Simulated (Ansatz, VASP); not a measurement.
# CdSe in VASP and in Ansatz

Contents of INCAR:

```
SYSTEM = CdSe
ALGO = Fast
EDIFF = 1E-6
ENCUT = 520
GGA = PE
ISIF = 2
ISMEAR = 0
LASPH = .TRUE.
LCHARG = .FALSE.
LREAL = .FALSE.
LWAVE = .FALSE.
NBANDS = 26
NELM = 80
PREC = Accurate
SIGMA = 0.1
```

KPOINTS

```
k-points
0
G
  6 6 4
  0 0 0
```

Contents of POSCAR:

```
CdSe
1.0
    4.2681409979      0.0000000000      0.0000000000
   -2.1340704989      3.6963185311      0.0000000000
    0.0000000000      0.0000000000      6.3372817272
Cd Se
2 2
Direct
    0.3333333333      0.6666666667     -0.0044451030
    0.6666666667      0.3333333333      0.4955548970
    0.3333333333      0.6666666667      0.3894451030
    0.6666666667      0.3333333333      0.8894451030
```

Input for Ansatz:

```yaml
crystal:
  lattice:
    - [4.2681409979, 0.0, 0.0]
    - [-2.1340704989, 3.6963185311, 0.0]
    - [0.0, 0.0, 6.3372817272]
  atoms:
    - { symbol: Cd, position: [0.3333333333, 0.6666666667, -0.004445103] }
    - { symbol: Cd, position: [0.6666666667, 0.3333333333, 0.495554897] }
    - { symbol: Se, position: [0.3333333333, 0.6666666667, 0.389445103] }
    - { symbol: Se, position: [0.6666666667, 0.3333333333, 0.889445103] }
basis:
  ecutwfc: 420
kpoints:
  mp_grid: { grid: [6, 6, 4] }
hamiltonian:
  xc: pbe
scf:
  occupations: { method: gaussian, width: 0.1 }
output:
  forces: true
  stress: true
  eigenvalues: true
```

Alike in both runs: task single point; functional PBE; k mesh 6 × 6 × 4; occupations gaussian, width 0.1 eV; no spin polarisation.

|  | VASP | Ansatz |
| --- | --- | --- |
| version | VASP 6.6.1 | Ansatz 0.2.0 |
| potentials or method | VASP PAW PBE potentials, release 64 (Cd, Se) | scalar-relativistic, plane waves, PAW |
| plane-wave cutoff (eV) | 520 | 420 |
| valence electrons in the cell | 36 | 72 |

|  | VASP | Ansatz | Ansatz less VASP |
| --- | --- | --- | --- |
| gap on the k mesh at the Fermi level (eV) | 0.87 | 0.87 | +0.003 |
| least direct gap on the mesh (eV) | 0.87 | 0.87 | +0.003 |
| pressure (GPa) | 12.1 | 11.5 | -0.56 |
| largest component of the traceless stress (GPa) | 4.38 | 4.31 | -0.071 |
| rms of the force components (eV/Å) | 0.279 | 0.269 | -0.0096 |

Atom by atom the forces differ by 0.010 eV/Å (rms over components). The two sets of potentials don't hold the same shells in valence.
